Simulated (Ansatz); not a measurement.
# C, C2 sheet, C4 slab and more: relaxing cell and atoms, single point and relaxing the atoms, part 2 of 2

Aim: for C, C2 sheet, C4 slab and more, 6 runs in a chain (relaxing cell and atoms, single point and relaxing the atoms).

Ansatz 0.2.0; DFT r2SCAN+rVV10, scalar-relativistic, plane waves, PAW.

### Step 4. Relaxing the atoms: C4 slab

File input.yaml:

```yaml
crystal:
  lattice:
    - [2.46, 0.0, 0.0]
    - [-1.23, 2.1304224933, 0.0]
    - [0.0, 0.0, 21.35]
  atoms:
    - { symbol: C, position: [0.0, 0.0, 0.5784543326] }
    - { symbol: C, position: [0.3333333333, 0.6666666667, 0.5784543326] }
    - { symbol: C, position: [0.0, 0.0, 0.4215456674] }
    - { symbol: C, position: [0.6666666667, 0.3333333333, 0.4215456674] }
scf:
  occupations: { method: gaussian, width: 0.05 }
output:
  forces: true
hamiltonian:
  xc: r2scan
  dispersion: rvv10
kpoints:
  mp_grid: { grid: [12, 12, 1] }
relax:
  f_tol: 0.003
  max_steps: 40
```

Launch:

```bash
$ ansatz run input.yaml --threads 8 --pin off --max-ram 15360MiB --backend cpu --events-out ev --progress --plain --runs-dir out
```

Log, shortened:

```text
Warning: RAYON_NUM_THREADS=8 ignored (pool sized by the plan → 8); use --threads N
[...]
Pseudopotentials: kind: paw
Pseudopotential: C, paw, valence charge 4, recommended cutoff 500 eV (meta_gga), C.paw.azcp
Functional definition: r2SCAN+rVV10
[...]
Crystal: 4 atoms, lattice volume = 111.892 Å³
Basis set: ecut = 500 eV, 2879 PW (Γ), exchange–correlation on 96×96×720 points (64 copies of the dense FFT grid, shifted against one another)
Bands: 12, of which v1, the nominal top of the filled ones, is band 8 counted from 1 (7 counted from 0)
Symmetry: 12 space group operations
Space group: P-3m1 (ITA 164), of the structure as read, at distance tolerance 4.8e-5 Å
k-points: 19 of 144
[...]
rVV10 density: all electrons in the spheres
[...]
SCF iter   1: F=—  HF=-1005.769159 eV  |F-HF|=—  |Δ(HF+E_count)|=         —  Δρ=4.52e-3  dr2=9.56e-3  dr2_τ=8.10e-1  ethr=1.77e-3  ⟨swp⟩=6.9  Hψ=1622  notcnv=0
[...]
Free energy (F): -1005.848235 eV
[...]
E sigma→0 (E₀):  -1005.847843 eV
Entropy (-TS):   -0.000784 eV (-0.196 meV/atom)
Fermi energy:    -0.758966 eV
[...]
--- Forces (eV/Å), atoms counted from 1 ---
  atom   1  C     -0.00000000    -0.00000000     0.00215178
  atom   2  C     -0.00000000     0.00000000    -0.00215867
  atom   3  C      0.00000000     0.00000000    -0.00215178
  atom   4  C      0.00000000    -0.00000000     0.00215867
[...]
--- Relaxed structure (5 steps of the walk, 3 accepted, 0 SCFs on fresh bases) ---
  F+E_penalty+E_count = -1005.84823467 eV   max|allowed force component| = 2.162e-3 eV/Å
  atoms:
    - { symbol: C, position: [1.000334326860708e-19, -3.616052591332904e-33, 0.5786100594249483] }
    - { symbol: C, position: [0.3333333333333333, 0.6666666666666667, 0.5786412855717816] }
    - { symbol: C, position: [-1.0003343268607056e-19, 4.098192936843958e-33, 0.4213899405750518] }
    - { symbol: C, position: [0.6666666666666667, 0.3333333333333333, 0.4213587144282184] }
```

Wall time 15 s (8 threads of AMD EPYC 7R43 (Zen 3), shared host); peak memory 0.9 GiB.

The steps of the relaxation:

| step | E - E(step 1) (eV/cell) | largest force component (eV/Å) |
| --- | --- | --- |
| 1 | 0.0000 | 0.0110 |
| 2 | 0.0001 | 0.0073 |
| 3 | 0.0000 | 0.0110 |
| 4 | 0.0001 | 0.0074 |
| 5 | 0.0000 | 0.0022 |

Step 1 is the start. Steps 2, 4 were tried and not accepted.

### Step 5. Relaxing the atoms

File input.yaml:

```yaml
crystal:
  lattice:
    - [2.46, 0.0, 0.0]
    - [-1.23, 2.1304224933, 0.0]
    - [0.0, 0.0, 24.7]
  atoms:
    - { symbol: C, position: [0.0, 0.0, 0.6356275304] }
    - { symbol: C, position: [0.3333333333, 0.6666666667, 0.6356275304] }
    - { symbol: C, position: [0.0, 0.0, 0.5] }
    - { symbol: C, position: [0.6666666667, 0.3333333333, 0.5] }
    - { symbol: C, position: [0.0, 0.0, 0.3643724696] }
    - { symbol: C, position: [0.3333333333, 0.6666666667, 0.3643724696] }
scf:
  occupations: { method: gaussian, width: 0.05 }
output:
  forces: true
hamiltonian:
  xc: r2scan
  dispersion: rvv10
kpoints:
  mp_grid: { grid: [12, 12, 1] }
relax:
  f_tol: 0.003
  max_steps: 40
```

Launch:

```bash
$ ansatz run input.yaml --threads 8 --pin off --max-ram 15360MiB --backend cpu --events-out ev --progress --plain --runs-dir out
```

Log, shortened:

```text
[...]
SCF converged after 4 iterations
an eigenvalue changed by more than its tolerance at an iteration that met the thresholds in force, so the SCF went on 2 times, its first undamped step at iteration 3: the last check found none over its tolerance
Free energy (F): -1508.833082 eV
[...]
E sigma→0 (E₀):  -1508.832315 eV
Entropy (-TS):   -0.001533 eV (-0.256 meV/atom)
Fermi energy:    0.291369 eV
[...]
--- Forces (eV/Å), atoms counted from 1 ---
  atom   1  C      0.00000000     0.00000000     0.00055169
  atom   2  C     -0.00000000    -0.00000000    -0.00053878
  atom   3  C      0.00000000    -0.00000000     0.00000000
  atom   4  C     -0.00000000     0.00000000     0.00000000
  atom   5  C      0.00000000     0.00000000    -0.00055169
  atom   6  C     -0.00000000    -0.00000000     0.00053878
[...]
--- Relaxed structure (3 steps of the walk, 3 accepted, 0 SCFs on fresh bases) ---
  F+E_penalty+E_count = -1508.83308165 eV   max|allowed force component| = 5.490e-4 eV/Å
  atoms:
    - { symbol: C, position: [-1.2335811384544446e-17, -1.8503717079240046e-17, 0.6358376576943637] }
    - { symbol: C, position: [0.33333333333333326, 0.6666666666666665, 0.6358535427231992] }
    - { symbol: C, position: [-1.2335811384544455e-17, -1.8503717079240068e-17, 0.4999999999999999] }
    - { symbol: C, position: [0.6666666666666667, 0.33333333333333326, 0.4999999999999999] }
    - { symbol: C, position: [-1.2335811384544446e-17, -1.850371707924005e-17, 0.36416234230563604] }
    - { symbol: C, position: [0.33333333333333326, 0.6666666666666665, 0.36414645727680073] }
```

Wall time 14 s (8 threads of AMD EPYC 7R43 (Zen 3), shared host); peak memory 0.95 GiB.

The relaxation lowered the energy by 0.000 eV over 3 steps; the largest move was 0.01 Å.

### Step 6. Relaxing the atoms

File input.yaml:

```yaml
crystal:
  lattice:
    - [2.46, 0.0, 0.0]
    - [-1.23, 2.1304224933, 0.0]
    - [0.0, 0.0, 28.05]
  atoms:
    - { symbol: C, position: [0.0, 0.0, 0.679144385] }
    - { symbol: C, position: [0.3333333333, 0.6666666667, 0.679144385] }
    - { symbol: C, position: [0.0, 0.0, 0.559714795] }
    - { symbol: C, position: [0.6666666667, 0.3333333333, 0.559714795] }
    - { symbol: C, position: [0.0, 0.0, 0.440285205] }
    - { symbol: C, position: [0.3333333333, 0.6666666667, 0.440285205] }
    - { symbol: C, position: [0.0, 0.0, 0.320855615] }
    - { symbol: C, position: [0.6666666667, 0.3333333333, 0.320855615] }
scf:
  occupations: { method: gaussian, width: 0.05 }
output:
  forces: true
hamiltonian:
  xc: r2scan
  dispersion: rvv10
kpoints:
  mp_grid: { grid: [12, 12, 1] }
relax:
  f_tol: 0.003
  max_steps: 40
```

Launch:

```bash
$ ansatz run input.yaml --threads 8 --pin off --max-ram 15360MiB --backend cpu --events-out ev --progress --plain --runs-dir out
```

Log, shortened:

```text
Warning: RAYON_NUM_THREADS=8 ignored (pool sized by the plan → 8); use --threads N
[...]
[... 3 set-up lines as earlier in the session ...]
[...]
Crystal: 8 atoms, lattice volume = 147.006 Å³
Basis set: ecut = 500 eV, 3805 PW (Γ), exchange–correlation on 96×96×960 points (64 copies of the dense FFT grid, shifted against one another)
Bands: 24, of which v1, the nominal top of the filled ones, is band 16 counted from 1 (15 counted from 0)
[... 1 set-up line as earlier in the session ...]
Space group: P-3m1 (ITA 164), of the structure as read, at distance tolerance 5.3e-5 Å
k-points: 19 of 144
[...]
rVV10 density: all electrons in the spheres
[...]
SCF iter   1: F=—  HF=-2011.670333 eV  |F-HF|=—  |Δ(HF+E_count)|=         —  Δρ=5.59e-3  dr2=2.53e-2  dr2_τ=1.61e0  ethr=1.77e-3  ⟨swp⟩=9.7  Hψ=2775  notcnv=0  defer=1
[...]
  atom   6  C      0.00000000     0.00000000    -0.00004048
  atom   7  C      0.00000000     0.00000000    -0.00000059
  atom   8  C      0.00000000    -0.00000000     0.00004434
[...]
--- Relaxed structure (6 steps of the walk, 4 accepted, 0 SCFs on fresh bases) ---
  F+E_penalty+E_count = -2011.82368040 eV   max|allowed force component| = 4.384e-5 eV/Å
  atoms:
    - { symbol: C, position: [-1.4724794287622556e-19, 1.8097919463458138e-34, 0.6789699102812361] }
    - { symbol: C, position: [0.3333333333333333, 0.6666666666666667, 0.6789878382968136] }
    - { symbol: C, position: [5.456087754025082e-21, -7.835369164781078e-34, 0.5597212599417699] }
    - { symbol: C, position: [0.6666666666666667, 0.3333333333333333, 0.5597106157278473] }
    - { symbol: C, position: [-5.456087754028577e-21, -7.835369164781078e-34, 0.44027874005823] }
    - { symbol: C, position: [0.3333333333333333, 0.6666666666666667, 0.44028938427215253] }
    - { symbol: C, position: [1.4724794287622978e-19, 4.0381019587230126e-33, 0.3210300897187637] }
    - { symbol: C, position: [0.6666666666666667, 0.3333333333333333, 0.3210121617031861] }
```

It took 23 s on 8 threads of AMD EPYC 7R43 (Zen 3), shared host; peak memory 1.2 GiB.

Relaxation path:

```
step  E - E(step 1) (eV/cell)  largest force component (eV/Å)
   1                   0.0000                          0.0095
   2                   0.0001                          0.0071
   3                   0.0000                          0.0095
   4                   0.0001                          0.0067
   5                   0.0000                          0.0036
   6                   0.0000                          0.0000
```

Step 1 is the start. Steps 2, 4 were tried and not accepted.

### Step 7. Relaxing the atoms

File input.yaml:

```yaml
crystal:
  lattice:
    - [2.46, 0.0, 0.0]
    - [-1.23, 2.1304224933, 0.0]
    - [0.0, 0.0, 34.75]
  atoms:
    - { symbol: C, position: [0.0, 0.0, 0.7410071942] }
    - { symbol: C, position: [0.3333333333, 0.6666666667, 0.7410071942] }
    - { symbol: C, position: [0.0, 0.0, 0.6446043165] }
    - { symbol: C, position: [0.6666666667, 0.3333333333, 0.6446043165] }
    - { symbol: C, position: [0.0, 0.0, 0.5482014388] }
    - { symbol: C, position: [0.3333333333, 0.6666666667, 0.5482014388] }
    - { symbol: C, position: [0.0, 0.0, 0.4517985612] }
    - { symbol: C, position: [0.6666666667, 0.3333333333, 0.4517985612] }
    - { symbol: C, position: [0.0, 0.0, 0.3553956835] }
    - { symbol: C, position: [0.3333333333, 0.6666666667, 0.3553956835] }
    - { symbol: C, position: [0.0, 0.0, 0.2589928058] }
    - { symbol: C, position: [0.6666666667, 0.3333333333, 0.2589928058] }
scf:
  occupations: { method: gaussian, width: 0.05 }
output:
  forces: true
hamiltonian:
  xc: r2scan
  dispersion: rvv10
kpoints:
  mp_grid: { grid: [12, 12, 1] }
relax:
  f_tol: 0.003
  max_steps: 40
```

Launch:

```bash
$ ansatz run input.yaml --threads 8 --pin off --max-ram 15360MiB --backend cpu --events-out ev --progress --plain --runs-dir out
```

Log, shortened:

```text
Warning: RAYON_NUM_THREADS=8 ignored (pool sized by the plan → 8); use --threads N
[...]
[... 3 set-up lines as earlier in the session ...]
[...]
Crystal: 12 atoms, lattice volume = 182.119 Å³
Basis set: ecut = 500 eV, 4705 PW (Γ), exchange–correlation on 96×96×1152 points (64 copies of the dense FFT grid, shifted against one another)
Bands: 36, of which v1, the nominal top of the filled ones, is band 24 counted from 1 (23 counted from 0)
[... 1 set-up line as earlier in the session ...]
Space group: P-3m1 (ITA 164), of the structure as read, at distance tolerance 5.7e-5 Å
k-points: 19 of 144
[...]
rVV10 density: all electrons in the spheres
[...]
SCF iter   1: F=—  HF=-3017.577173 eV  |F-HF|=—  |Δ(HF+E_count)|=         —  Δρ=6.14e-3  dr2=3.82e-2  dr2_τ=2.42e0  ethr=1.77e-3  ⟨swp⟩=15.5  Hψ=5316  notcnv=0  defer=13
[...]
    - { symbol: C, position: [0.3333333333333332, 0.6666666666666665, 0.7404605309871738] }
    - { symbol: C, position: [-2.6756980676781748e-33, -1.2455292259035554e-33, 0.6441901770037253] }
    - { symbol: C, position: [0.6666666666666667, 0.3333333333333332, 0.644182633136696] }
    - { symbol: C, position: [-2.0194009478276762e-33, -7.031213372036202e-33, 0.5479133963809112] }
    - { symbol: C, position: [0.3333333333333332, 0.6666666666666665, 0.5479202246158061] }
    - { symbol: C, position: [-7.621259050077255e-34, 5.504435611251197e-33, 0.45208660361908865] }
    - { symbol: C, position: [0.6666666666666667, 0.3333333333333332, 0.4520797753841937] }
    - { symbol: C, position: [5.377979556265145e-34, 3.093733883695928e-33, 0.35580982299627445] }
    - { symbol: C, position: [0.3333333333333332, 0.6666666666666665, 0.3558173668633038] }
    - { symbol: C, position: [1.3878787498042384e-33, 2.0089181062960567e-34, 0.25955381418542095] }
    - { symbol: C, position: [0.6666666666666667, 0.3333333333333332, 0.25953946901282604] }
```

Wall time 37 s (8 threads of AMD EPYC 7R43 (Zen 3), shared host); peak memory 1.5 GiB.

Relaxation path:

```csv
step,energy from step 1 (eV/cell),largest force component (eV/Å)
1,0.0000,0.0092
2,0.0007,0.0166
3,-0.0001,0.0064
4,0.0000,0.0106
5,-0.0001,0.0009
6,-0.0001,0.0002
```

Step 1 is the start. Steps 2, 4 were tried and not accepted.

### Step 8. Summary of results

The summary covers parts 1 to 2.

```
step    system   k mesh  energy (eV)  gap on the mesh (eV)   time
   2         C  12×12×4    -1005.981                  0.00  6.6 s
   3  C2 sheet  12×12×1     -502.869                   n/a  2.2 s
   4   C4 slab  12×12×1    -1005.848                   n/a   15 s
   5   C6 slab  12×12×1    -1508.832                   n/a   14 s
   6   C8 slab  12×12×1    -2011.823                   n/a   23 s
   7  C12 slab  12×12×1    -3017.803                   n/a   37 s
```

Totals of different systems or levels have different zeros; only balanced differences at one level mean anything.

| quantity | value |
| --- | --- |
| relaxed cell, step 2 | a = 2.455 Å, b = 2.455 Å, c = 6.665 Å, α = 90.00°, β = 90.00°, γ = 120.00° |

In words: Against the measured lattice constant a of C, 2.463 Å (“The phonon dispersion of graphite by inelastic x-ray scattering”, 2007, arxiv:0705.2418), the calculated 2.455 Å is off by -0.3 %. 2 values of this kind are on record in papers (2.463 to 2.464 Å); this one was drawn at random among those near their median. A measured lattice constant c of C is 6.711 Å (quoted in “The phonon dispersion of graphite by inelastic x-ray scattering”, 2007, arxiv:0705.2418); the calculated 6.665 Å misses it by -0.7 %. 2 values of this kind are on record in papers (6.711 to 6.712 Å); this one was drawn at random among those near their median. That is the cell relaxed with r2SCAN+rVV10, without thermal expansion or zero-point motion.
